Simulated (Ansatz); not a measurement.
# Re/AlN/Al: current against voltage, part 2 of 2

Aim: the current through Re/AlN/Al at finite bias, with the potential solved under that bias. The lower electrode is Re hcp(0001), the upper one Al fcc(111); the barrier is AlN rock salt(111) (Al and Al faces). In the first transport cell, after relaxation, the nearest pair of electrode and barrier is Re–Al at 2.73 Å, at a slant, at the lower face and Al–Al at 2.78 Å, at a slant, at the upper one. All share a net of side 2.77 Å, which strains the lower electrode by +0.0 %, the upper one by -3.0 % and the barrier by -3.8 %, against typed lattice constants near PBE's. The first steps treat the bulk electrodes alone.

Ansatz 0.2.0; PBE DFT, plane waves, PAW files (the session's first sound run).

So far. Step 4 (Relaxing the interfaces): The largest force component on a free atom ends at 0.017 eV/Å. At one or more of this run's solves the program warned of density in the dipole ramp over its bound, where dipole, forces and levels can be off. Step 5 (Current under bias): All 5 points reached self-consistency. On every other mesh point the currents change by up to 13 %. The leads' potential repeats within 84 meV, on the large side, so longer leads could move the currents.

### 6. T(E) of the junction

This step: PBE DFT, plane waves, PAW files; ballistic transmission by layer matching between semi-infinite leads (Ansatz 0.2.0).

System of this step: Re/AlN/Al. The cell holds 26 atoms: 11 Re, 12 Al and 3 N. Its edges and angles: a = 2.770 Å, b = 2.770 Å, c = 64.754 Å, α = 90.0°, β = 90.0°, γ = 120.0°. Regions: left electrode, 11 atoms (11 Re); barrier, 7 atoms (4 Al and 3 N); right electrode, 8 atoms (8 Al). Vacuum lies along c.

The relaxed core is set between ideal electrode layers (this cell holds 7 atomic planes between the electrodes; where that differs from the relaxed slab, whole periods were copied in or cut out without a new relaxation), which the solver continues as semi-infinite leads. A wide energy window on a coarse mesh (18×18) shows where the Fermi level lies against the barrier's bands; the projected density of states shows how far the metals' states reach in.

input.yaml reads:

```yaml
crystal:
  lattice:
    - [2.77, 0.0, 0.0]
    - [-1.385, 2.3988903685, 0.0]
    - [0.0, 0.0, 64.7544758031]
  atoms:
    - { symbol: Re, position: [0.33333333, 0.66666667, 0.1081006357] }
    - { symbol: Re, position: [0.0, 0.0, 0.1427472482] }
    - { symbol: Re, position: [0.33333333, 0.66666667, 0.1773938607] }
    - { symbol: Re, position: [0.0, 0.0, 0.2120404731] }
    - { symbol: Re, position: [0.33333333, 0.66666667, 0.2466870856] }
    - { symbol: Re, position: [0.0, 0.0, 0.2813336981] }
    - { symbol: Re, position: [0.33333333, 0.66666667, 0.3159803106] }
    - { symbol: Re, position: [0.0, 0.0, 0.350626923] }
    - { symbol: Re, position: [0.33333333, 0.66666667, 0.3852735355] }
    - { symbol: Re, position: [0.0, 0.0, 0.419920148] }
    - { symbol: Re, position: [0.33333333, 0.66666667, 0.4534027355] }
    - { symbol: Al, position: [0.66666667, 0.33333333, 0.4875084151] }
    - { symbol: "N", position: [0.0, 0.0, 0.5066319698] }
    - { symbol: Al, position: [0.33333333, 0.66666667, 0.5243499943] }
    - { symbol: "N", position: [0.66666667, 0.33333333, 0.543122073] }
    - { symbol: Al, position: [0.0, 0.0, 0.5609223956] }
    - { symbol: "N", position: [0.33333333, 0.66666667, 0.5795668908] }
    - { symbol: Al, position: [0.66666667, 0.33333333, 0.5978021925] }
    - { symbol: Al, position: [0.0, 0.0, 0.6329878789] }
    - { symbol: Al, position: [0.33333333, 0.66666667, 0.6700998724] }
    - { symbol: Al, position: [0.66666667, 0.33333333, 0.7070664544] }
    - { symbol: Al, position: [0.0, 0.0, 0.7440330364] }
    - { symbol: Al, position: [0.33333333, 0.66666667, 0.7809996183] }
    - { symbol: Al, position: [0.66666667, 0.33333333, 0.8179662003] }
    - { symbol: Al, position: [0.0, 0.0, 0.8549327823] }
    - { symbol: Al, position: [0.33333333, 0.66666667, 0.8918993643] }
kpoints:
  mp_grid: { grid: [12, 12, 1] }
scf:
  occupations: { method: fermi_dirac, width: 0.1 }
  max_iter: 150
hamiltonian:
  xc: pbe
output:
  transmission:
    kmesh: [18, 18]
    e_range: [-2, 3]
    de: 0.1
    leads: [[4, 6], [22, 23]]
  dos: { projected: true, e_range: [-6, 5], de: 0.05 }
  write_potential: true
  write_density: true
  volumetric_format: npy
```

Launch:

```console
ansatz run input.yaml --threads 4 --pin off --max-ram 16384MiB --backend cpu --events-out ev --progress --plain --runs-dir out
```

Run time: 1.7 min. Hardware: 4 threads of Arm Neoverse V2, shared host; peak memory 2.1 GiB.

Numbers from this step:

- free energy: -127155.5785 eV
- Fermi energy: 12.47 eV
- level to which the leads are filled: 0 eV from the Fermi level
- transmission at the Fermi level (a spin, zone mean): 0.01152
- channels of the lower lead: 1.315
- channels of the upper lead: 1.299
- potential step in the lower lead: 81.1 meV
- potential step in the upper lead: 7.7 meV

One spin. Table of transmission, zone mean by energy, zero at the Fermi level:

```tsv
energy (eV)	transmission, zone mean
-2.00	0.0273
-1.80	0.0274
-1.50	0.0139
-1.30	0.0112
-1.20	0.0273
-1.00	0.0172
-0.80	0.0107
-0.60	0.00903
-0.30	0.0166
-0.10	0.0153
0.00	0.0115
0.10	0.0118
0.40	0.00656
0.60	0.00519
0.90	0.00464
1.10	0.00306
1.30	0.00256
1.60	0.00203
1.80	0.00200
2.00	0.00186
2.30	0.00174
2.50	0.00232
2.80	0.00788
3.00	0.0131
```

One spin. Table of open channels, zone mean by energy, zero at the Fermi level:

```tsv
energy (eV)	lower lead	upper lead
-2.00	1.48	1.09
-1.90	1.26	1.05
-1.70	1.31	1.05
-1.60	1.34	0.994
-1.50	1.43	1.00
-1.30	1.40	1.17
-1.20	1.47	1.13
-1.10	1.40	1.19
-0.90	1.40	1.23
-0.80	1.75	1.24
-0.60	1.60	1.21
-0.50	1.44	1.26
-0.40	1.46	1.26
-0.20	1.41	1.24
-0.10	1.30	1.28
0.00	1.31	1.30
0.20	1.37	1.39
0.30	1.36	1.39
0.40	1.27	1.43
0.60	1.30	1.47
0.70	1.32	1.45
0.80	1.24	1.43
1.00	1.24	1.50
1.10	1.19	1.50
1.20	1.17	1.52
1.40	1.02	1.60
1.50	1.10	1.52
1.60	1.15	1.54
1.80	1.11	1.61
1.90	1.11	1.65
2.10	1.11	1.60
2.20	1.24	1.67
2.30	1.17	1.67
2.50	1.45	1.69
2.60	1.47	1.69
2.70	1.65	1.80
2.90	1.89	1.87
3.00	1.70	1.85
```

Transmission over k1 and k2. At 0.0000 eV from the Fermi level; zeros and values more than six decades under the largest are shown at that floor.

log10 of the mean of each cell; the least values stand at a floor. Values, 12 rows by 16 columns:
```
-1.6 -1.5 -1.5 -1.8 -3.6 -3.7 -2.2 -1.4 -1.5 -1.5 -1.7 -1.7 -1.7 -1.6 -1.9 -1.7
-2.0 -1.6 -1.3 -1.9 -3.5 -3.9 -3.8 -1.7 -1.8 -1.3 -2.0 -1.7 -1.7 -7.2 -2.5 -1.4
-2.6 -3.6 -3.4 -3.5 -4.4 -3.2 -3.4 -3.2 -4.2 -3.3 -3.6 -3.0 -2.5 -1.8 -2.1 -1.7
-2.3 -3.6 -3.9 -3.7 -3.1 -2.5 -3.0 -3.2 -2.5 -2.9 -3.6 -3.8 -3.1 -1.8 -2.0 -1.7
-1.7 -1.7 -1.8 -3.6 -3.3 -3.6 -3.7 -3.3 -4.5 -3.7 -3.5 -3.3 -3.5 -1.7 -1.7 -1.5
-1.4 -1.4 -1.5 -3.8 -3.4 -2.6 -3.0 -4.5 -2.0 -3.7 -2.8 -2.6 -3.8 -1.8 -1.5 -1.5
-1.6 -1.5 -1.5 -1.6 -3.5 -3.0 -3.5 -3.3 -4.5 -3.5 -3.4 -3.2 -3.2 -3.4 -1.4 -1.5
-2.0 -1.9 -2.1 -2.3 -3.7 -3.7 -3.6 -2.9 -2.5 -3.7 -2.9 -2.6 -3.1 -3.7 -3.7 -2.4
-2.1 -1.5 -1.7 -1.6 -2.6 -3.3 -3.8 -3.5 -3.8 -3.0 -3.2 -3.1 -4.4 -3.7 -3.7 -3.6
-2.0 -1.5 -7.2 -3.2 -1.6 -1.8 -2.1 -1.4 -4.2 -3.3 -3.7 -3.8 -3.5 -3.5 -1.4 -1.9
-1.7 -1.9 -1.9 -1.9 -1.8 -1.9 -1.8 -1.5 -1.4 -1.3 -2.6 -3.8 -3.6 -1.5 -1.4 -1.5
-1.4 -1.5 -1.8 -1.8 -1.9 -2.0 -1.8 -1.5 -1.4 -1.5 -2.0 -2.4 -2.7 -2.2 -1.8 -1.5
```
Columns: k1 (b1) from -0.5 to 0.444; rows upwards: k2 (b2) from -0.5 to 0.444.

Open channels of the lower lead over k1 and k2. At 0.0000 eV from the Fermi level.

Values, 12 rows by 16 columns, each cell a mean:
```
2.41 3.00 2.33 1.00 1.00 1.00 1.00 2.19 3.00 2.85 1.89 1.00 1.00 1.00 1.00 2.19
1.07 1.67 1.44 1.00 1.00 1.00 1.00 1.00 1.67 1.52 1.00 1.00 1.00 1.00 1.00 1.00
1.00 1.00 1.00 1.00 1.00 1.89 1.56 1.63 1.00 1.00 1.00 1.00 1.00 1.00 1.00 1.00
1.00 1.00 1.00 1.30 2.04 1.89 0.37 0.89 1.15 2.19 1.44 1.00 1.00 1.00 1.00 1.00
1.67 1.52 1.00 1.30 1.30 0.33 0.78 0.70 0.63 0.26 0.78 1.74 1.00 1.00 1.52 2.85
3.00 2.85 1.89 1.00 1.37 1.00 0.93 0.11 0.63 0.41 1.00 1.37 1.00 1.00 2.56 3.00
2.41 2.85 1.89 1.00 1.00 2.11 0.59 0.59 0.33 0.48 0.67 0.89 1.63 1.11 1.00 2.19
1.07 1.52 1.00 1.00 1.00 1.22 1.33 1.93 0.93 0.33 0.44 1.26 2.00 1.33 1.00 1.00
1.00 1.00 1.00 1.00 1.00 1.00 1.00 1.00 1.15 1.96 1.33 1.93 1.00 1.00 1.00 1.00
1.00 1.00 1.00 1.00 1.00 1.00 1.00 1.00 1.00 1.07 1.33 1.19 1.00 1.00 1.00 1.00
1.67 1.52 1.00 1.00 1.00 1.00 1.52 2.85 2.85 1.52 1.00 1.00 1.00 1.00 2.56 3.00
3.00 2.56 1.00 1.00 1.00 1.00 1.52 2.85 3.00 2.56 1.00 1.00 1.00 1.00 1.52 2.85
```
Columns: k1 (b1) from -0.5 to 0.444; rows upwards: k2 (b2) from -0.5 to 0.444.

Open channels of the upper lead over k1 and k2. At 0.0000 eV from the Fermi level.

Ten even steps from '0' (0.00) to '9' (2.00):
```
999955599999955599
999955559999990099
999555555599950005
555555555555555005
555555555555555595
955555555555555999
995555555555555999
999555555555555999
999555555555555599
999955555555555599
999955555555555559
999955555555555555
559555555555555555
550055555555555555
950005999555555599
999009999995555999
999555999999555999
999955999999955999
```
Columns: k1 (b1) from -0.5 to 0.444; rows upwards: k2 (b2) from -0.5 to 0.444.

Projected DOS an atom over height of the atomic layer and energy from the Fermi level. Layers: Re Re Re Re Re Re Re Re Re Re Re Al N Al N Al N Al Al Al Al Al Al Al Al Al; projections on atoms miss part of the total, and the computed bands can run out at the top of the range; a column is the mean of 2 neighbouring layers, the last of those left over.

Ten even steps from '_' (0.01 states/eV) to '@' (1.77 states/eV), each cell a mean:
```
++========::______......::
++--==----::______....::::
++--------..______::::::::
==::::::::::______::::::::
==------::..______::::::::
==--------..______........
========--::______....::::
++========--______::::::--
**********++______..::....
####%%%%%%==______::::::::
@@##****##==______........
##**##**##==..____::::::::
####%%%%**==......::......
==--::----::::....::......
==++++++++==--::::::::::::
********++::--::::........
++++++++++--::::::......::
====++++++::::----........
==========--..--::........
**++++++**--..::::........
==++++++++::::::::........
--========::....::........
```
Columns: height of the atomic layer (Å) from 8.12 to 56.6 (not evenly spaced); rows upwards: energy from the Fermi level (eV) from -6 to 2.9.

At the Fermi level the transmission is 0.012, as a zone mean for one spin on this coarse mesh. At the Fermi level the layers of this cell's barrier hold from 0.010 to 0.21 states an eV and atom. In the worse lead the potential repeats within 81 meV, which the program flags as too much for a lead, so G carries that doubt.

### 7. A repeat with changed settings: output.current_voltage.kmesh = [36, 36]

This step: PBE DFT, plane waves, PAW files; current against voltage, self-consistent between two reservoirs; changed: output.current_voltage.kmesh = [36, 36] (Ansatz 0.2.0).

System of this step: Re/AlN/Al. The cell holds 28 atoms: 11 Re, 14 Al and 3 N. Its edges and angles: a = 2.770 Å, b = 2.770 Å, c = 69.542 Å, α = 90.0°, β = 90.0°, γ = 120.0°. Regions: left electrode, 11 atoms (11 Re); barrier, 7 atoms (4 Al and 3 N); right electrode, 10 atoms (10 Al). Vacuum lies along c.

It is meant to test whether the mesh across the current is converged. Where the input is shown as a difference, that is against the step before, not the twin.

input.yaml reads:

```yaml
crystal:
  lattice:
    - [2.77, 0.0, 0.0]
    - [-1.385, 2.3988903685, 0.0]
    - [0.0, 0.0, 69.5419790797]
  atoms:
    - { symbol: Re, position: [0.33333333, 0.66666667, 0.1006586251] }
    - { symbol: Re, position: [0.0, 0.0, 0.1329200485] }
    - { symbol: Re, position: [0.33333333, 0.66666667, 0.1651814718] }
    - { symbol: Re, position: [0.0, 0.0, 0.1974428952] }
    - { symbol: Re, position: [0.33333333, 0.66666667, 0.2297043186] }
    - { symbol: Re, position: [0.0, 0.0, 0.2619657419] }
    - { symbol: Re, position: [0.33333333, 0.66666667, 0.2942271653] }
    - { symbol: Re, position: [0.0, 0.0, 0.3264885887] }
    - { symbol: Re, position: [0.33333333, 0.66666667, 0.3587500121] }
    - { symbol: Re, position: [0.0, 0.0, 0.3910114354] }
    - { symbol: Re, position: [0.33333333, 0.66666667, 0.4221889692] }
    - { symbol: Al, position: [0.66666667, 0.33333333, 0.4539466993] }
    - { symbol: "N", position: [0.0, 0.0, 0.4717537244] }
    - { symbol: Al, position: [0.33333333, 0.66666667, 0.4882519806] }
    - { symbol: "N", position: [0.66666667, 0.33333333, 0.5057317264] }
    - { symbol: Al, position: [0.0, 0.0, 0.522306615] }
    - { symbol: "N", position: [0.33333333, 0.66666667, 0.5396675606] }
    - { symbol: Al, position: [0.66666667, 0.33333333, 0.5566474829] }
    - { symbol: Al, position: [0.0, 0.0, 0.5894108685] }
    - { symbol: Al, position: [0.33333333, 0.66666667, 0.6239679478] }
    - { symbol: Al, position: [0.66666667, 0.33333333, 0.6583896262] }
    - { symbol: Al, position: [0.0, 0.0, 0.6928113046] }
    - { symbol: Al, position: [0.33333333, 0.66666667, 0.727232983] }
    - { symbol: Al, position: [0.66666667, 0.33333333, 0.7616546614] }
    - { symbol: Al, position: [0.0, 0.0, 0.7960763398] }
    - { symbol: Al, position: [0.33333333, 0.66666667, 0.8304980181] }
    - { symbol: Al, position: [0.66666667, 0.33333333, 0.8649196965] }
    - { symbol: Al, position: [0.0, 0.0, 0.8993413749] }
kpoints:
  mp_grid: { grid: [12, 12, 1] }
scf:
  occupations: { method: fermi_dirac, width: 0.1 }
  max_iter: 150
hamiltonian:
  xc: pbe
output:
  current_voltage:
    bias: [0.8, 1.0, -0.8, -1.0]
    kmesh: [36, 36]
    leads: [[4, 6], [23, 24]]
    electrode_ends: [10, 18]
  write_potential: true
  write_density: true
  volumetric_format: npy
```

Run time: 29 min. Hardware: 4 threads; peak memory 2.7 GiB; 81 min of CPU time.

This step gave:

| Property | Result |
| --- | --- |
| free energy | -128230.5857 eV |
| Fermi energy | 12.19 eV |
| conductance at zero bias | 1.23e13 S/m² |

Checks by voltage:

```tsv
bias (V)	current density (ampere/m²)	current on every other mesh point (ampere)	drop across the junction (V)	electrons moved	electrons in bound states	misfit, lower lead (eV)	misfit, upper lead (eV)	iterations
-1	-7.15e12	-4.46e-7	-0.9917	-0.00555	1.61e-4	0.07315	0.03063	5
-0.8	-6.39e12	-3.91e-7	-0.7929	-0.004434	1.26e-4	0.07455	0.03051	7
0	0	0	0	0	0	0.08056	0.0302	7
0.8	1.20e13	7.77e-7	0.7884	0.004368	1.25e-4	0.08325	0.02377	9
1	1.43e13	9.55e-7	0.9854	0.005407	1.70e-4	0.08394	0.02207	6
```

Cell area 6.645 Å^2. The current through one cell by bias:

```tsv
bias (V)	current through one cell (μA)
-1.000	-0.475
-0.800	-0.424
0.000	0
0.800	0.800
1.000	0.953
```

Bias 0 V. The transmission and channels, zone mean by energy, zero at the mean Fermi level:

```tsv
energy (eV)	transmission	channels, left	channels, right
-0.259	0.0128	1.37	1.28
-0.233	0.0128	1.34	1.25
-0.207	0.0163	1.32	1.26
-0.181	0.0139	1.33	1.26
-0.155	0.0123	1.30	1.26
-0.129	0.0128	1.27	1.26
-0.103	0.0112	1.28	1.27
-0.078	0.0118	1.29	1.29
-0.052	0.0146	1.28	1.28
-0.026	0.0109	1.28	1.30
0.000	0.0102	1.30	1.30
0.026	0.00911	1.31	1.31
0.052	0.00913	1.31	1.32
0.078	0.00925	1.27	1.32
0.103	0.0103	1.28	1.31
0.129	0.00966	1.28	1.33
0.155	0.0118	1.31	1.33
0.181	0.00863	1.28	1.37
0.207	0.00756	1.30	1.38
0.233	0.00695	1.30	1.38
0.259	0.00719	1.31	1.40
```

Bias 1 V. The transmission and channels, zone mean by energy, zero at the mean Fermi level:

```tsv
energy (eV)	transmission	channels, left	channels, right
-0.776	0.0132	1.43	1.27
-0.724	0.0236	1.46	1.26
-0.698	0.0197	1.47	1.27
-0.646	0.0193	1.43	1.26
-0.620	0.0181	1.43	1.26
-0.569	0.0153	1.43	1.29
-0.517	0.0116	1.36	1.29
-0.491	0.0106	1.44	1.30
-0.439	0.00951	1.42	1.32
-0.388	0.00879	1.55	1.30
-0.362	0.00915	1.57	1.32
-0.310	0.00970	1.70	1.37
-0.284	0.0106	1.66	1.39
-0.233	0.00972	1.66	1.40
-0.181	0.00944	1.55	1.41
-0.155	0.00978	1.57	1.42
-0.103	0.0105	1.55	1.43
-0.052	0.0115	1.50	1.42
-0.026	0.0122	1.49	1.42
0.000	0.0146	1.47	1.43
0.026	0.0153	1.51	1.44
0.052	0.0133	1.47	1.44
0.078	0.0173	1.45	1.45
0.103	0.0141	1.46	1.45
0.129	0.0281	1.41	1.45
0.155	0.0191	1.42	1.45
0.181	0.0134	1.36	1.45
0.233	0.0139	1.36	1.46
0.259	0.0192	1.37	1.48
0.284	0.0128	1.32	1.48
0.310	0.0118	1.35	1.48
0.362	0.0144	1.28	1.48
0.388	0.0133	1.28	1.49
0.439	0.0111	1.28	1.50
0.491	0.0106	1.27	1.51
0.517	0.00973	1.30	1.51
0.569	0.00977	1.27	1.53
0.620	0.0124	1.28	1.50
0.646	0.00968	1.31	1.50
0.698	0.00856	1.28	1.52
0.724	0.00811	1.30	1.53
0.776	0.00824	1.30	1.53
```

Bias -1 V. The transmission and channels, zone mean by energy, zero at the mean Fermi level:

```tsv
energy (eV)	transmission	channels, left	channels, right
-0.776	0.0168	1.35	1.14
-0.724	0.0169	1.33	1.14
-0.672	0.0189	1.32	1.14
-0.620	0.0117	1.27	1.15
-0.569	0.0105	1.29	1.19
-0.517	0.0119	1.30	1.20
-0.465	0.00870	1.31	1.21
-0.414	0.00880	1.26	1.20
-0.336	0.0107	1.32	1.24
-0.284	0.00816	1.31	1.26
-0.233	0.00725	1.32	1.26
-0.181	0.00667	1.29	1.25
-0.129	0.00608	1.30	1.24
-0.078	0.00676	1.32	1.26
-0.026	0.00855	1.29	1.24
0.000	0.00547	1.27	1.24
0.026	0.00496	1.23	1.23
0.078	0.00492	1.28	1.25
0.129	0.00476	1.26	1.26
0.181	0.00469	1.28	1.26
0.233	0.00475	1.28	1.27
0.284	0.00396	1.27	1.27
0.336	0.00415	1.27	1.26
0.414	0.00335	1.20	1.29
0.465	0.00319	1.18	1.29
0.517	0.00306	1.14	1.31
0.569	0.00287	1.19	1.32
0.620	0.00269	1.20	1.32
0.672	0.00250	1.20	1.37
0.724	0.00224	1.14	1.38
0.776	0.00222	1.14	1.40
```

Hartree potential energy less that at 0 V, planar mean against z:

```tsv
z (Å)	0.8 V (eV)	1 V (eV)	-0.8 V (eV)	-1 V (eV)
0	-0.0125	-0.0155	-0.00359	-0.00434
5	0.370	0.464	-0.370	-0.462
10	0.398	0.498	-0.395	-0.494
15	0.396	0.496	-0.392	-0.490
20	0.395	0.494	-0.391	-0.489
25	0.392	0.491	-0.392	-0.490
30	0.384	0.477	-0.390	-0.488
35	-0.0122	-0.0194	0.00536	0.00566
40	-0.392	-0.489	0.396	0.496
45	-0.399	-0.498	0.403	0.505
50	-0.387	-0.483	0.402	0.503
55	-0.405	-0.506	0.404	0.505
60	-0.398	-0.496	0.405	0.506
65	-0.357	-0.448	0.342	0.427
```

The zero-bias conductance is 1.2e13 S/m² against 1.2e13 S/m² in the twin: a change of +2 %, at 1.6 times the CPU time.

### 8. What came out

```yaml
conductance_at_zero_bias: 1.2e13 S/m²
current_density_at_minus_1_v: -6.9e12 A/m²
current_density_at_minus_0p8_v: -6.2e12 A/m²
current_density_at_plus_0p8_v: 1.2e13 A/m²
current_density_at_plus_1_v: 1.4e13 A/m²
```

In words: At 1 V the junction carries 1.4e13 A/m². Against the linear law (zero-bias conductance times bias) the currents are 0.57 (-1 V), 0.64 (-0.8 V), 1.2 (+0.8 V) and 1.2 (+1 V) times as large. At the Fermi level the layers of the barrier in the wide-window run (7 planes) hold from 0.010 to 0.21 states an eV and atom. The forward current is 1.9 times the reverse one at ±0.8 V and 2.1 times the reverse one at ±1 V. On every other mesh point the current differs by up to 13 %, and the leads' misfit reaches 84 meV; ratios near 1 within such errors aren't resolved. Between 99 and 99 % of the bias drops across the junction. No spin-orbit coupling, phonons, disorder or image charges enter; the interfaces are ordered, one cell wide and lattice-matched by strain. Semilocal gaps are too small, which can bring a band edge of the barrier nearer to the Fermi level than it is.

[Logs are printed without paths, hosts, clocks, repeated set-up lines and the standing remarks that a program may print on its own settings, such as how far it seeks lower states.]

[Hosts, paths, dates, database ids (printed as entryN), source tags and the programs' standing remarks are cut or masked in the printed files.]
